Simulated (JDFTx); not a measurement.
# P under changes of volume

One of the cells (16.144 Å³/atom); the others are scaled copies at fixed shape and fractional positions:

```xyz
2
Lattice="1.7257 0.9963 3.1297 -1.7257 0.9963 3.1297 0.0000 -1.9927 3.1297" Properties=species:S:1:pos:R:3 pbc="T T T"
P     0.0000    0.0000    7.2570
P     0.0000    0.0000    2.1321
```

This isn't the form of P at room conditions, which is orthorhombic.

* Program: JDFTx 1.7.0 (patched build)
* Functional: PBE
* Potentials or basis: PseudoDojo-SR-PBE-0.5-standard
* Cutoff: 599 eV
* Density cutoff: 2395 eV
* k mesh: 9 × 9 × 9
* Occupations: fermi-dirac, width 0.05 eV
* Spin: no spin polarisation

```csv
volume (Å³/atom),energy over the lowest point (meV/atom),pressure (GPa),largest force (eV/Å)
15.175,31.68,8.3,0.660
15.498,17.43,5.9,0.505
15.821,7.78,3.8,0.375
16.144,2.18,1.9,0.250
16.467,0.00,0.2,0.110
16.789,?,?,?
17.112,5.69,-3.0,0.150
```

Question: What does the run at 16.789 Å³/atom give?

Answer: Energy over the lowest point 1.25 meV/atom; pressure -1.5 GPa; largest force 0.026 eV/Å.

Worked out: A Birch-Murnaghan fit of order 3 (a polynomial in V^(-2/3)) to the other rows has its minimum at 16.50 Å³/atom with B0 = V·E''(V) = 83 GPa and B' = 3.9 at fixed shape and positions, which overstates the stiffness. It gives 1.37 meV/atom at 16.789 Å³/atom, against the run's 1.25, and -dE/dV = -1.4 GPa, against -1.5.

Energies are extrapolated to zero smearing.

Caveats: forces may be off by hundredths of an eV/Å.
